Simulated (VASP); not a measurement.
Write the native input for VASP 6.6.1 that does the following.

| Item | Value |
| --- | --- |
| Task | relaxation of cell and atoms |
| Functional | RPBE |
| Potentials or basis | VASP PAW PBE potentials, release 64 (Ni) |
| Cutoff | 600 eV |
| k mesh | 13 × 13 × 13 |
| Occupations | fermi-dirac, width 0.05 eV |
| Spin | collinear spin, ferromagnetic start |
| Starting moments | [1.0] μB |
| Further INCAR settings | ALGO = Fast; EDIFF = 1e-06; IBRION = 2; EDIFFG = -0.005; NSW = 40; ISIF = 3 |

The structure of Ni lies in POSCAR:

```
Ni
1.0
    0.0000000000      1.7375729330      1.7375729330
    1.7375729330      0.0000000000      1.7375729330
    1.7375729330      1.7375729330      0.0000000000
Ni
1
Direct
    0.0000000000      0.0000000000      0.0000000000
```

These files were run (other wordings do the same):

INCAR

```
SYSTEM = Ni
PREC = Accurate ; ENCUT = 600
EDIFF = 1E-6 ; ISMEAR = -1
SIGMA = 0.05 ; LREAL = .False.
LASPH = .True. ; NELM = 120
ALGO = Fast ; ISIF = 3
LWAVE = .False. ; LCHARG = .False.
ISPIN = 2 ; MAGMOM = 1
LORBIT = 11 ; LMAXMIX = 4
GGA = RP ; IBRION = 2
NSW = 40 ; EDIFFG = -0.005
```

KPOINTS

```
Automatic mesh
0
Gamma
  13 13 13
  0 0 0
```

Potentials or basis: VASP PAW PBE potentials, release 64 (Ni).

Command:

```sh
$ cat potpaw_PBE.64/Ni/POTCAR > POTCAR
$ mpirun -np 1 vasp_std > vasp.out
```

It gave:

```
Relaxed volume                                        : 11.22 Å³/atom
Relaxed cell                                          : a = 2.513 Å, b = 2.513 Å, c = 2.513 Å, α = 60.00°, β = 60.00°, γ = 60.00°
Space group after relaxing (to 0.05 Å)                : Fm-3m (No. 225)
Energy gained by relaxing                             : 29.2 meV/atom
Ionic steps                                           : 3
Pressure after relaxing                               : 0.0 GPa
Band gap on the k mesh                                : none (metal or under the smearing width)
Net moment                                            : 0.63 μB per cell
Site moments                                          : Ni +0.65 μB
Valence electrons inside the program's atomic spheres : Ni 9.25
```

Caveat: the PAW data sets were made with another functional, which shifts forces and pressure a little.

Run time: 48 s on 1 thread of Intel(R) Xeon(R) Platinum 8559C (Emerald Rapids), with other jobs on the host, peak memory 0.14 GiB.
